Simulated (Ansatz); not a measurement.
# In: further runs on a relaxed guess

The task, for In: see whether it has a gap, which orbitals make up the states near it and how charge is shared and see how the gap depends on the functional.

Computed with Ansatz 0.2.0 (DFT PBE, scalar-relativistic, plane waves, PAW, unless a step names another level, unless a step's input says otherwise).

1 further run of the same task is left out (set aside as unsound or not needed).

## (1) The starting structure

Symmetry: C2/m, No. 12, monoclinic system. Conventional cell: a = 5.956 Å, b = 3.335 Å, c = 3.338 Å, α = 90.00°, β = 123.92°, γ = 90.00°. Around In (site symmetry 2/m) lie 12 In at 3.33 to 3.42 Å.

Cell or atoms stand a little off a more symmetric structure (Fm-3m at a tolerance of 0.3 Å), so results at this geometry aren't those of that ideal crystal.

As a file:

```cif
data_structure
_symmetry_space_group_name_H-M 'C2/m'
_symmetry_Int_Tables_number 12
_cell_length_a 5.9563
_cell_length_b 3.3349
_cell_length_c 3.3376
_cell_angle_alpha 90.000
_cell_angle_beta 123.920
_cell_angle_gamma 90.000
_cell_volume 55.01
loop_
_atom_site_label
_atom_site_type_symbol
_atom_site_symmetry_multiplicity
_atom_site_Wyckoff_symbol
_atom_site_fract_x
_atom_site_fract_y
_atom_site_fract_z
_atom_site_occupancy
In1 In 2 d 0.00000 0.50000 0.50000 1
```

It is the end of an earlier relaxation with the same method, from a generated guess; it needn't be the stable form of this composition. At a tolerance of 0.05 Å it has space group I4/mmm (No. 139); it has 27.51 Å³/atom, an uncorrected energy of -0.00 eV/atom over the standard state.

## (2) Static run: bands, density of states and charges

Contents of input.yaml:

```yaml
crystal:
  lattice:
    - [2.9781326045, -1.6674473738, -0.0088719689]
    - [2.9781326045, 1.6674473738, -0.0088719689]
    - [-1.854220978, 0.0, 2.7751528376]
  atoms:
    - { symbol: In, position: [0.5, 0.5, 0.5] }
basis:
  ecutwfc: 420
kpoints:
  mp_grid: { grid: [20, 20, 20] }
  band_path:
    path:
      - [[0.0, 0.0, 0.0], [-0.36381066, 0.36381066, 0.0]]
      - [[-0.63618934, -0.36381066, 0.0], [-0.5, -0.5, 0.0], [0.0, 0.0, 0.0], [-0.5, -0.5, 0.5], [-0.74952865, -0.25047135, 0.5]]
      - [[-0.25047135, 0.25047135, 0.5], [0.0, 0.0, 0.5], [0.0, 0.0, 0.0]]
      - [[-0.5, 0.0, 0.5], [0.0, 0.0, 0.0], [-0.5, 0.0, 0.0]]
    npoints: 14
hamiltonian:
  xc: pbe
scf:
  occupations: { method: gaussian, width: 0.1 }
  n_extra_bands: 6
output:
  forces: true
  stress: true
  eigenvalues: true
  populations: true
  dos: { projected: true, de: 0.02, nscf_kmesh: { grid: [24, 24, 24] } }
  bader: true
```

Launch:

```bash
ansatz run input.yaml --threads 1 --pin off --max-ram 2560MiB --backend cpu --events-out ev --progress --plain --runs-dir out
```

Log:

```text
Warning: RAYON_NUM_THREADS=1 ignored (pool sized by the plan → 1); use --threads N
scf.n_extra_bands = 6 over 7 filled bands (N_el = 13.0): the run solves 13 bands
Engine: ansatz 0.2.0, aarch64-unknown-linux-gnu
Pseudopotentials: kind: paw
Pseudopotential: In, paw, valence charge 13, recommended cutoff 420 eV (normal), In.paw.azcp
Functional definition: PBE
  parameter kappa = 0.804
  parameter beta = 0.06672455060314922
  exchange = pbe_x(kappa = kappa, mu = beta*pi^2/3)
  correlation = pbe_c(beta = beta)
Crystal: 1 atoms, lattice volume = 27.507 Å³
Basis set: ecut = 420 eV, 533 PW (Γ), exchange–correlation on 48×48×48 points (8 copies of the dense FFT grid, shifted against one another)
Bands: 13, of which v1, the nominal top of the filled ones, is band 7 counted from 1 (6 counted from 0)
Symmetry: 4 space group operations
Space group: C2/m (ITA 12), of the structure as read, at distance tolerance 3.0e-5 Å
k-points: 2112 of 8000
Non-local potential: In, projectors of the file, l = 0: 2, l = 1: 2, l = 2: 2, l = 3: 2
PAW form: soft (Blöchl's): semilocal exchange-correlation on the pseudo side does not see the compensation charge
PAW one-centre angular grid: In, 590 points (default); XC on 64 Gauss nodes
Initial density: superposition of atomic densities (neutral atoms: chi_scale 0, normalization atom), corrected by the library's trained network
Initial wavefunctions: pseudopotential atomic-orbital guess
Functional: x = pbe(κ = 0.804, μ = 0.2195149727645171), c = pbe(β = 0.06672455060314922)
SCF iter   1: F=—  HF=-5597.847339 eV  |F-HF|=—  |Δ(HF+E_count)|=         —  Δρ=1.00e-3  dr2=1.70e-4  ethr=1.77e-3  ⟨swp⟩=5.0  Hψ=154789  notcnv=0  defer=459
preconditioner: auto → none  [metal: Δε(μ)=0.003 eV  Ē_g=22.208 eV  σ=0.100 eV  W_gap=0.02  n_scr=8 (ndim 8)  ℏωp=25.5 eV  f_vac=0.000  D(μ)=0.46/eV (n_scr^D=0)  sad-step TF]
SCF iter   2: F=—  HF=-5597.846951 eV  |F-HF|=—  |Δ(HF+E_count)|=   3.88e-4  Δρ=5.56e-4  dr2=7.64e-5  ethr=1.31e-6  ⟨swp⟩=2.0  Hψ=56098  notcnv=0  defer=461
SCF iter   3: F=—  HF=-5597.846986 eV  |F-HF|=—  |Δ(HF+E_count)|=   3.49e-5  Δρ=4.68e-4  dr2=4.09e-5  ethr=5.88e-7  ⟨swp⟩=2.0  Hψ=37380  notcnv=0  defer=461
SCF iter   4: F=—  HF=-5597.846963 eV  |F-HF|=—  |Δ(HF+E_count)|=   2.23e-5  Δρ=1.31e-4  dr2=3.02e-6  ethr=3.15e-7  ⟨swp⟩=2.4  Hψ=36956  notcnv=0  defer=461
SCF iter   5: F=—  HF=-5597.846962 eV  |F-HF|=—  |Δ(HF+E_count)|=   1.43e-6  Δρ=8.34e-5  dr2=1.25e-6  ethr=2.32e-8  ⟨swp⟩=2.0  Hψ=37383  notcnv=0  defer=461
SCF iter   6: F=—  HF=-5597.846961 eV  |F-HF|=—  |Δ(HF+E_count)|=   6.16e-7  Δρ=3.87e-5  dr2=2.56e-7  ethr=9.60e-9  ⟨swp⟩=2.1  Hψ=36456  notcnv=0  defer=461
SCF iter   7: F=-5597.846961 eV  HF=-5597.846961 eV  |F-HF|=1.61e-8  |Δ(HF+E_count)|=   1.67e-7  Δρ=8.19e-6  dr2=1.11e-8  ethr=7.69e-10  ⟨swp⟩=7.3  Hψ=102474  notcnv=0
SCF 1 converged in 7 iterations: F = -5597.846961 eV  dr2 = 1.11e-8
NSCF: frozen V_eff on 130 k-points
NSCF: frozen V_eff on 3614 k-points
SCF converged after 7 iterations
Free energy (F): -5597.846961 eV
Harris-Foulkes:  -5597.846961 eV  (|F-HF|=1.61e-8)
Internal energy: -5597.844651 eV  (E = F + TS)
E sigma→0 (E₀):  -5597.845806 eV
Entropy (-TS):   -0.002310 eV (-2.310 meV/atom)
Fermi energy:    9.577042 eV
--- Per-component energies (eV) ---
  E_band       = -31.630236
  E_kinetic    = 240.831077
  E_local      = -1105.410783  (includes V_loc(G=0)·N_el)
  E_nonlocal   = 366.024892
  E_hartree    = 432.672382
  E_xc         = -215.815237
  E_vxc        = -99.711646  (∫ρ·V_xc dr)
  E_paw        = -4151.985931  (= ΣΔE_a)
  E_vpaw       = -298.712726  (= ΣTr[D̂ρ^β])
  E_aug_tail   = 0.000025  (compensation charges beyond the density's cutoff)
  E_ewald      = -1164.161076
  E_smearing   = -0.002310  (= −TS)
  E_closure    = -0.000000  (closes the sum)
  Σ components = -5597.846961   (vs F -5597.846961, Δ=0.00e0)
--- Forces (eV/Å), atoms counted from 1 ---
  atom   1  In     0.00000000     0.00000000     0.00000000
  max |Σ_I F_I| component: 1.26e-29 eV/Å
--- Stress (GPa, compression-positive) ---
        0.016802      -0.000000       0.012269
       -0.000000       0.005732      -0.000000
        0.012269      -0.000000      -0.011276
  P = ⅓ Tr σ = 0.0038 GPa (0.038 kbar)
--- Band table (eV; the first three rows and the last of 2112) ---
  k-point 0: bands = ["-5.0545", "-4.9971", "-4.9963", "-4.8965", "-4.8397", "0.3660", "19.6479", "19.6810", "19.7854", "20.9977", "23.0795", "23.1913", "23.2008"]
  k-point 1: bands = ["-5.0514", "-4.9967", "-4.9927", "-4.8963", "-4.8408", "0.4184", "18.9348", "19.6033", "19.6513", "20.8420", "23.3254", "23.3511", "23.8524"]
  k-point 2: bands = ["-5.0441", "-4.9955", "-4.9830", "-4.8944", "-4.8431", "0.5762", "17.4331", "19.3430", "19.4054", "20.7358", "23.7414", "23.7641", "24.2400"]
  k-point 2111: bands = ["-5.0671", "-5.0332", "-4.9825", "-4.7402", "-4.7200", "5.2988", "6.4131", "17.1108", "18.0719", "20.4081", "21.0208", "22.1896", "22.4091"]
--- Löwdin populations: 1 site ---
  site symbol       q [e]
     0     In     12.9818
  spilling = 0.001402 (of n_electrons = 13.000000)
--- Bader charges: 1 site ---
  site symbol  charge [e]  shift [e]
     0     In      0.0000     0.0000
  estimated error of the sums over rays = 4.0e-6 e
```

Run time: 71 s. Hardware: 1 thread of Arm Neoverse V2, shared host; peak memory 1.1 GiB.

Per atom:

| atom | Löwdin electrons | Bader charge (e) | Bader volume (Å³) |
| --- | --- | --- | --- |
| In1 | 12.98 | +0.00 | 27.5 |

From bands.tsv, the levels nearest the Fermi level at the path's corners, in eV from the Fermi level:

```tsv
point	band 6	band 7	band 8	band 9	band 10
Γ	-9.21	10.07	10.10	10.21	11.42
C	-2.45	-1.08	-0.28	5.55	8.37
C2	-2.45	-1.08	-0.28	5.55	8.37
Y2	-2.70	-2.35	4.33	4.35	7.60
Γ	-9.21	10.07	10.10	10.21	11.42
M2	-4.28	-3.16	7.53	8.49	10.83
D	-1.53	-0.03	-0.03	1.62	12.34
D2	-1.53	-0.03	-0.03	1.62	12.34
A	-4.32	-3.18	7.60	8.53	10.85
Γ	-9.21	10.07	10.10	10.21	11.42
L2	-1.93	-1.91	3.60	3.87	6.88
Γ	-9.21	10.07	10.10	10.21	11.42
V2	-4.29	-3.17	7.57	8.50	10.83
```

States per cell in windows of 1 eV, from dos.tsv and pdos.tsv (zero at the Fermi level):

```
from  to  total  In 5s  In 5p
  -8  -7   0.21   0.10   0.11
  -7  -6   0.27   0.12   0.14
  -6  -5   0.32   0.16   0.16
  -5  -4   0.41   0.23   0.17
  -4  -3   0.37   0.23   0.14
  -3  -2   0.38   0.20   0.18
  -2  -1   0.37   0.09   0.28
  -1   0   0.52   0.13   0.37
   0   1   0.50   0.14   0.34
   1   2   0.52   0.12   0.38
   2   3   0.58   0.10   0.44
   3   4   0.66   0.08   0.53
   4   5   0.70   0.06   0.58
   5   6   0.62   0.04   0.51
```

Below -8 eV lie 10 or so more states.

## (3) Changed: ecutwfc left out

Contents of input.yaml:

```yaml
crystal:
  lattice:
    - [2.9781326045, -1.6674473738, -0.0088719689]
    - [2.9781326045, 1.6674473738, -0.0088719689]
    - [-1.854220978, 0.0, 2.7751528376]
  atoms:
    - { symbol: In, position: [0.5, 0.5, 0.5] }
kpoints:
  mp_grid: { grid: [20, 20, 20] }
hamiltonian:
  xc: pbe
scf:
  occupations: { method: gaussian, width: 0.1 }
output:
  forces: true
  eigenvalues: true
  stress: true
```

Launch:

```bash
ansatz run input.yaml --threads 1 --pin off --max-ram 2560MiB --backend cpu --events-out ev --progress --plain --runs-dir out
```

Log (excerpt; [...] marks lines left out):

```text
Warning: RAYON_NUM_THREADS=1 ignored (pool sized by the plan → 1); use --threads N
[...]
[... 3 set-up lines as earlier in the session ...]
[...]
Crystal: 1 atoms, lattice volume = 27.507 Å³
Basis set: ecut = 420 eV, 533 PW (Γ), exchange–correlation on 48×48×48 points (8 copies of the dense FFT grid, shifted against one another)
Bands: 11, of which v1, the nominal top of the filled ones, is band 7 counted from 1 (6 counted from 0)
[... 2 set-up lines as earlier in the session ...]
k-points: 2112 of 8000
[...]
SCF iter   1: F=—  HF=-5597.847379 eV  |F-HF|=—  |Δ(HF+E_count)|=         —  Δρ=1.05e-3  dr2=1.77e-4  ethr=1.77e-3  ⟨swp⟩=5.0  Hψ=136397  notcnv=0
[...]
SCF iter   7: F=-5597.846961 eV  HF=-5597.846961 eV  |F-HF|=1.31e-8  |Δ(HF+E_count)|=   1.30e-7  Δρ=8.04e-6  dr2=1.02e-8  ethr=7.69e-10  ⟨swp⟩=5.1  Hψ=77975  notcnv=0
[...]
SCF converged after 7 iterations
Free energy (F): -5597.846961 eV
[...]
E sigma→0 (E₀):  -5597.845806 eV
Entropy (-TS):   -0.002310 eV (-2.310 meV/atom)
Fermi energy:    9.577037 eV
[...]
--- Forces (eV/Å), atoms counted from 1 ---
  atom   1  In     0.00000000     0.00000000     0.00000000
[...]
--- Stress (GPa, compression-positive) ---
        0.016804      -0.000000       0.012269
       -0.000000       0.005735      -0.000000
        0.012269      -0.000000      -0.011277
  P = ⅓ Tr σ = 0.0038 GPa (0.038 kbar)
--- Band table (eV; the first three rows and the last of 2112) ---
  k-point 0: bands = ["-5.0545", "-4.9971", "-4.9963", "-4.8965", "-4.8398", "0.3660", "19.6479", "19.6810", "19.7854", "20.9977", "23.0795"]
[...]
```

Wall time 26 s (1 thread of Arm Neoverse V2, shared host); peak memory 0.85 GiB.

| run | ending | energy change | pressure (GPa) | gap (eV) | force (eV/Å) | cycles | time |
| --- | --- | --- | --- | --- | --- | --- | --- |
| step 2 | converged | 0 | 0.0 | 0.00 | 0.00 | 7 | 71 s |
| variant | converged | 0.0 meV/atom | 0.0 | 0.00 | 0.00 | 7 | 26 s |

The changed keys (ecutwfc) make no visible difference here (energy 0.0 meV/atom).

## (4) Level of theory: r2SCAN

Edit input.yaml of step 2 so:

```diff
@@ -8,3 +8,3 @@
 basis:
-  ecutwfc: 420
+  ecutwfc: 500
 kpoints:
@@ -19,3 +19,3 @@
 hamiltonian:
-  xc: pbe
+  xc: r2scan
 scf:
@@ -30 +30,5 @@
   bader: true
+  write_density: true
+  write_potential: true
+  elf: true
+  volumetric_format: npy
```

Launch:

```bash
ansatz run input.yaml --threads 1 --pin off --max-ram 2560MiB --backend cpu --events-out ev --progress --plain --runs-dir out
```

Log (excerpt; [...] marks lines left out):

```text
Warning: RAYON_NUM_THREADS=1 ignored (pool sized by the plan → 1); use --threads N
scf.n_extra_bands = 6 over 7 filled bands (N_el = 13.0): the run solves 13 bands
[...]
[... 1 set-up line as earlier in the session ...]
Pseudopotential: In, paw, valence charge 13, recommended cutoff 500 eV (meta_gga), In.paw.azcp
Functional definition: r2SCAN
[...]
Crystal: 1 atoms, lattice volume = 27.507 Å³
Basis set: ecut = 500 eV, 701 PW (Γ), exchange–correlation on 100×100×100 points (64 copies of the dense FFT grid, shifted against one another)
Bands: 13, of which v1, the nominal top of the filled ones, is band 7 counted from 1 (6 counted from 0)
[... 2 set-up lines as earlier in the session ...]
k-points: 2112 of 8000
[...]
NSCF: frozen V_eff on 130 k-points
NSCF: frozen V_eff on 3614 k-points
SCF converged after 6 iterations
Free energy (F): -5611.812922 eV
[...]
E sigma→0 (E₀):  -5611.811853 eV
Entropy (-TS):   -0.002139 eV (-2.139 meV/atom)
Fermi energy:    9.536648 eV
[...]
--- Forces (eV/Å), atoms counted from 1 ---
  atom   1  In     0.00000000     0.00000000    -0.00000000
[...]
--- Stress (GPa, compression-positive) ---
       -1.651757      -0.000000       0.049186
       -0.000000      -1.708454      -0.000000
        0.049186      -0.000000      -1.688313
  P = ⅓ Tr σ = -1.6828 GPa (-16.828 kbar)
--- Band table (eV; the first three rows and the last of 2112) ---
  k-point 0: bands = ["-5.7405", "-5.6808", "-5.6799", "-5.5784", "-5.5162", "-0.1572", "20.1902", "20.2243", "20.3567", "21.5269", "23.5965", "23.7609", "23.7750"]
[...]
--- Löwdin populations: 1 site ---
  site symbol       q [e]
     0     In     12.9797
  spilling = 0.001560 (of n_electrons = 13.000000)
--- Bader charges: 1 site ---
  site symbol  charge [e]  shift [e]
     0     In      0.0000     0.0000
  estimated error of the sums over rays = 4.3e-6 e
```

Wall time 2.6 min (1 thread of Arm Neoverse V2, shared host); peak memory 1.4 GiB.

Site by site:

```csv
atom,Löwdin electrons,Bader charge (e),Bader volume (Å³)
In1,12.98,+0.00,27.5
```

From bands.tsv, the levels nearest the Fermi level at the path's corners, in eV from the Fermi level:

| point | band 6 | band 7 | band 8 | band 9 |
| --- | --- | --- | --- | --- |
| Γ | -9.69 | 10.65 | 10.69 | 10.82 |
| C | -2.47 | -1.23 | -0.30 | 5.84 |
| C2 | -2.47 | -1.23 | -0.30 | 5.84 |
| Y2 | -2.71 | -2.57 | 4.55 | 4.57 |
| Γ | -9.69 | 10.65 | 10.69 | 10.82 |
| M2 | -4.45 | -3.37 | 7.94 | 8.97 |
| D | -1.45 | -0.14 | -0.14 | 1.78 |
| D2 | -1.45 | -0.14 | -0.14 | 1.78 |
| A | -4.49 | -3.38 | 8.02 | 9.01 |
| Γ | -9.69 | 10.65 | 10.69 | 10.82 |
| L2 | -2.13 | -1.88 | 3.74 | 4.08 |
| Γ | -9.69 | 10.65 | 10.69 | 10.82 |
| V2 | -4.46 | -3.37 | 7.98 | 8.98 |

Counts of states by energy window (eV from the Fermi level), total and by projection:

| from | to | total | In 5s | In 5p |
| --- | --- | --- | --- | --- |
| -8 | -7 | 0.22 | 0.10 | 0.12 |
| -7 | -6 | 0.27 | 0.12 | 0.15 |
| -6 | -5 | 0.32 | 0.15 | 0.16 |
| -5 | -4 | 0.39 | 0.22 | 0.16 |
| -4 | -3 | 0.34 | 0.20 | 0.14 |
| -3 | -2 | 0.37 | 0.17 | 0.19 |
| -2 | -1 | 0.39 | 0.10 | 0.29 |
| -1 | 0 | 0.47 | 0.13 | 0.33 |
| 0 | 1 | 0.47 | 0.13 | 0.33 |
| 1 | 2 | 0.49 | 0.12 | 0.35 |
| 2 | 3 | 0.54 | 0.10 | 0.41 |
| 3 | 4 | 0.61 | 0.08 | 0.48 |
| 4 | 5 | 0.68 | 0.06 | 0.56 |
| 5 | 6 | 0.61 | 0.05 | 0.50 |

Below -8 eV lie 10 or so more states.

The maps below are laid out on this run's own conventional cell (a, b, c = 5.956, 3.335, 3.338 Å).

Density in a lattice plane of the grid's cell (edges 5.96 and 3.33 Å, at 0.500 of the third edge), which holds In.

Ten even steps from '0' (0.09 e/Å³) to '9' (12.49 e/Å³):
```
000000000025752000000000
000000000012321000000000
000000000000000000000000
321000000000000000000012
752000000000000000000025
974100000000000000000147
752000000000000000000025
321000000000000000000012
000000000000000000000000
000000000012321000000000
000000000025752000000000
000000000147974100000000
```
Columns run along the first of these edges and rows up along the second, over one cell in 24 and 12 even steps from the bottom left corner. Atoms in the plane (fractional): In at (1.00, 0.50), In at (0.50, 0.00).

ELF in the same plane.

Values, 6 rows by 12 columns:
```
0.24 0.25 0.28 0.28 0.24 0.25 0.11 0.25 0.24 0.28 0.28 0.25
0.11 0.25 0.24 0.28 0.28 0.25 0.24 0.25 0.28 0.28 0.24 0.25
0.00 0.08 0.27 0.28 0.26 0.30 0.31 0.30 0.26 0.28 0.27 0.08
0.11 0.25 0.24 0.28 0.28 0.25 0.24 0.25 0.28 0.28 0.24 0.25
0.24 0.25 0.28 0.28 0.24 0.25 0.11 0.25 0.24 0.28 0.28 0.25
0.31 0.30 0.26 0.28 0.27 0.08 0.00 0.08 0.27 0.28 0.26 0.30
```
Columns run along the first of these edges and rows up along the second, over one cell in 12 and 6 even steps from the bottom left corner. Atoms in the plane (fractional): In at (1.00, 0.50), In at (0.50, 0.00).

Both are smooth fields of the valence electrons: close to the nuclei they are not physical.

## (5) Comparison of the levels of theory

```csv
level,gap (eV),pressure (GPa),CPU time,against the first
PBE,0.00,0.0,72 s,× 1
r2SCAN,0.00,-1.7,2.6 min,× 2.2
```

All at the geometry relaxed with the first.

## (6) Summary of results

```
                          quantity                 value
                               gap          none (metal)
         states at the Fermi level  0.42 per eV per cell
                     Bader charges            In +0.00 e
                      gap (r2SCAN)          none (metal)
states at the Fermi level (r2SCAN)  0.40 per eV per cell
            Bader charges (r2SCAN)            In +0.00 e
```

It comes out metallic. Of the projected weight within 0.25 eV of the Fermi level, the largest part is In 5p (68 %) and In 5s (32 %). All levels find a metal. At this fixed cell r2SCAN gives -1.7 GPa, so it would relax to a smaller volume. r2SCAN cost 2.2 times the CPU time of PBE on a shared host.
